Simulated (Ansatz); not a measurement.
PbS in Ansatz: the effect of functional

The system is PbS.

```xyz
2
Lattice="3.7017 0.0000 0.0000 0.0000 3.7017 0.0000 0.0000 0.0000 3.7017" Properties=species:S:1:pos:R:3 pbc="T T T"
Pb    0.0000    0.0000    0.0000
S     1.8509    1.8509    1.8509
```

Measurements of this composition are mostly on another form, of space group No. 225.

The cell isn't the ideal one: volume scaled by 1.04.

Alike in all runs:

| Property | Result |
| --- | --- |
| Program | Ansatz 0.2.0 |
| Task | single point |
| Potentials or basis | Ansatz PAW |
| k mesh | 7 × 7 × 7 |
| Occupations | fermi-dirac, width 0.05 eV |
| Spin | no spin polarisation |

```csv
functional,cutoff,pressure (GPa)
LDA,420 eV (not typed: the program's choice for these potentials),-6.8
PBEsol,420 eV (not typed: the program's choice for these potentials),?
r2SCAN,500 eV (not typed: the program's choice for these potentials),-2.9
```

What does the run with functional PBEsol give?

Pressure -5.1 GPa.

Caveats: the PAW data sets come from PBE, with cores solved anew for the run's functional, which leaves a small shift of forces and pressure.
